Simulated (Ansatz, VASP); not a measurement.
## Sr: VASP beside Ansatz

The input INCAR:

```
SYSTEM = Sr
PREC = Accurate
ENCUT = 520
EDIFF = 1E-7
ISMEAR = -1
SIGMA = 0.05
LREAL = .False.
LASPH = .True.
NELM = 100
ALGO = Normal
ISIF = 2
LWAVE = .False.
LCHARG = .False.
GGA = PE
NBANDS = 28
```

Contents of KPOINTS:

```
Automatic mesh
0
Gamma
  5 5 5
  0 0 0
```

The input POSCAR:

```
Sr
1.0
   -4.2400649085      4.2400649085      3.6469573345
    4.2400649085     -4.2400649085      3.6469573345
    4.2400649085      4.2400649085     -3.6469573345
Sr
4
Direct
    0.3354504800      0.1645495200      0.5000000000
    0.6645495200      0.8354504800      0.5000000000
    0.8354504800      0.3354504800      0.1709009600
    0.1645495200      0.6645495200      0.8290990400
```

input.yaml

```yaml
crystal:
  lattice:
    - [-4.2400649085, 4.2400649085, 3.6469573345]
    - [4.2400649085, -4.2400649085, 3.6469573345]
    - [4.2400649085, 4.2400649085, -3.6469573345]
  atoms:
    - { symbol: Sr, position: [0.33545048, 0.16454952, 0.5] }
    - { symbol: Sr, position: [0.66454952, 0.83545048, 0.5] }
    - { symbol: Sr, position: [0.83545048, 0.33545048, 0.17090096] }
    - { symbol: Sr, position: [0.16454952, 0.66454952, 0.82909904] }
hamiltonian:
  xc: pbe
  pseudopotentials: { kind: paw }
kpoints:
  mp_grid: { grid: [5, 5, 5] }
scf:
  occupations: { method: fermi_dirac, width: 0.05 }
output:
  forces: true
  stress: true
  eigenvalues: true
```

Change from the starting cell: volume scaled by 1.06.

Alike in both runs: task single point; functional PBE; k mesh 5 × 5 × 5; occupations fermi-dirac, width 0.05 eV; no spin polarisation.

|  | VASP | Ansatz |
| --- | --- | --- |
| version | VASP 6.6.1 | Ansatz 0.2.0 |
| potentials or method | VASP PAW PBE potentials, release 64 (Sr_sv) | Ansatz PAW |
| plane-wave cutoff (eV) | 520 | 420 |
| valence electrons in the cell | 40 | 40 |

VASP gave:

- gap on the k mesh at the Fermi level (eV): none
- pressure (GPa): -0.8
- rms of the force components (eV/Å): 0.048

Problem. Which values does Ansatz return?

Solution. gap on the k mesh at the Fermi level (eV): none; pressure (GPa): -0.8; rms of the force components (eV/Å): 0.047.

Atom by atom the forces differ by 0.001 eV/Å (rms over components). A gap of «none» marks a metal or a gap that the smearing closes.
